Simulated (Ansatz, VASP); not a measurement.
**Pd in VASP and in Ansatz**

```
Pd
1.0
    -1.48688    1.48688    1.48688
     1.48688   -1.48688    1.48688
     1.48688    1.48688   -1.48688
Pd
1
Cartesian
  0.0000 0.0000 0.0000
```

Change from the starting cell: volume scaled by 0.85, LAPW.

Alike in both runs: task single point; functional PBE; k mesh 19 × 19 × 19; occupations fermi-dirac, width 0.08 eV; no spin polarisation.

```csv
,VASP,Ansatz
version,VASP 6.6.1,Ansatz 0.2.0
potentials or method,"VASP PAW PBE potentials, release 64 (Pd), cutoff 520 eV","all-electron LAPW, scalar-relativistic"
```

```csv
,VASP,Ansatz,Ansatz less VASP
pressure (GPa),40.6,41.1,+0.54
```

Ansatz ran all-electron here, so the differences hold the error of VASP's frozen core and of both bases.

Caveats: so large a pressure means that the cell lies far from this level's equilibrium, or that cutoff or potentials fall short (VASP).
